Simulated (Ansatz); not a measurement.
# Computed properties of KBr (rocksalt)

All numbers come from the plane-wave code Ansatz. Non-magnetic throughout; all numbers are computed.

KBr in the rocksalt structure, relaxed with r2SCAN. It is cubic, Fm-3m (No. 225); conventional cell a = 6.604 Å, 36.01 Å³ an atom. K has 6 Br at 3.30 Å; Br has 6 K at 3.30 Å.

```yaml
crystal:
  lattice:
    - [0.00000, 3.30225, 3.30225]
    - [3.30225, 0.00000, 3.30225]
    - [3.30225, 3.30225, 0.00000]
  atoms:
    - { symbol: K, position: [0.00000, 0.00000, 0.00000] }
    - { symbol: Br, position: [0.50000, 0.50000, 0.50000] }
```

Relaxed lattice by functional, symmetry kept:
```json
{"functional": "PBE", "k mesh": "6×6×6", "a (Å)": "6.705", "volume (Å³/atom)": "37.67"}
{"functional": "r2SCAN", "k mesh": "6×6×6", "a (Å)": "6.604", "volume (Å³/atom)": "36.01"}
```

Band edges at fixed r2SCAN geometry:

| level | k mesh | gap (eV) | kind | edges | least direct gap (eV) | rough cost |
| --- | --- | --- | --- | --- | --- | --- |
| PBE | 6×6×6 | 4.43 | direct | Γ | 4.43 | 2.1 core-seconds |
| PBE+SOC | 6×6×6 | 4.27 | direct | Γ | 4.27 | 7 core-seconds |
| r2SCAN | 6×6×6 | 5.07 | direct | Γ | 5.07 | 4 core-seconds |
| HSE06 | 4×4×4 | 5.60 | direct | Γ | 5.60 | 29 core-seconds |
| PBE0 | 4×4×4 | 6.31 | direct | Γ | 6.31 | 29 core-seconds |
| G0W0@PBE (214 empty bands, 120 eV, 4×4×4) | 4×4×4 | 6.93 | – | Γ (mesh) | – | 40 core-seconds |

PBE: smearing of 0.02 eV; the others have fixed occupations.
Wave cutoffs: 420 eV, 500 eV (r2SCAN).
The G0W0 gap is PBE's gap over the path plus the quasiparticle shift read on the mesh. No extrapolation in bands, cutoff or mesh was made for G0W0.
Costs come from shared machines and give only the order; PBE's includes the band path.

With HSE06 the gap is 5.60 eV and direct, at Γ. Spin-orbit coupling changes the PBE gap by -0.16 eV, to 4.27 eV; at Γ the threefold valence level splits into a fourfold and a twofold level 0.49 eV apart, the fourfold one on top.

r2SCAN covers 55 % of the step from PBE to HSE06, while HSE06 needs about 8 times r2SCAN's cost (on a coarser mesh). For gaps to 0.1 eV, spin-orbit coupling (up to 0.16 eV here) has to be included. All these functionals give a gap of the same kind, direct.

r2SCAN (ground state on 6×6×6): The clamped-ion dielectric constant comes out as 2.45 in all directions. Born charges, averaged over directions: K +1.11, Br -1.11 e.

Only the levels marked +SOC include spin-orbit coupling.

The meshes of the hybrids are coarse, so their gaps aren't converged to the digits shown.
